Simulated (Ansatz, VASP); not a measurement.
## CdS: VASP beside Ansatz

Contents of INCAR:

```
SYSTEM = CdS
ALGO = Normal
EDIFF = 1E-8
ENCUT = 520
GGA = PE
ISIF = 2
ISMEAR = -1
LASPH = .True.
LCHARG = .False.
LEFG = .True.
LREAL = .False.
LWAVE = .False.
NBANDS = 16
NELM = 80
PREC = Accurate
SIGMA = 0.02
```

Contents of KPOINTS:

```
k-points
0
Gamma
  7 7 7
  0 0 0
```

File POSCAR:

```
CdS
1.0
    0.0000000000      2.9816809780      2.9816809780
    2.9816809780      0.0000000000      2.9816809780
    2.9816809780      2.9816809780      0.0000000000
Cd S
1 1
Direct
    0.0000000000      0.0000000000      0.0000000000
    0.7500000000      0.7500000000      0.7500000000
```

Input for Ansatz:

```yaml
crystal:
  lattice:
    - [0.0, 2.981680978, 2.981680978]
    - [2.981680978, 0.0, 2.981680978]
    - [2.981680978, 2.981680978, 0.0]
  atoms:
    - { symbol: Cd, position: [0.0, 0.0, 0.0] }
    - { symbol: S, position: [0.75, 0.75, 0.75] }
kpoints:
  mp_grid: { grid: [7, 7, 7] }
scf:
  occupations: { method: fermi_dirac, width: 0.02 }
hamiltonian:
  xc: pbe
  pseudopotentials: { kind: all_electron, datasets: crystal }
output:
  forces: true
  stress: true
  eigenvalues: true
  efg: { contact_densities: true }
```

Change from the starting cell: volume scaled by 1.04, crystal datasets.

Alike in both runs: task electric field gradients; functional PBE; k mesh 7 × 7 × 7; occupations fermi-dirac, width 0.02 eV; no spin polarisation.

|  | VASP | Ansatz |
| --- | --- | --- |
| version | VASP 6.6.1 | Ansatz 0.2.0 |
| potentials or method | VASP PAW PBE potentials, release 64 (Cd, S) | all-electron PAW with datasets made for the crystal, scalar-relativistic |
| plane-wave cutoff (eV) | 520 | see its input |

|  | VASP | Ansatz | Ansatz less VASP |
| --- | --- | --- | --- |
| gap on the k mesh at the Fermi level (eV) | 1.00 | 1.00 | -0.001 |
| pressure (GPa) | -0.7 | -0.9 | -0.24 |
| Vzz of the field gradient on the site that differs most (V/Å²) | 0.0 | 0.0 | 0.00 |

Ansatz ran all-electron here, so the differences hold the error of VASP's frozen core and of both bases. Ansatz warned: «gradients_without_spin_orbit».
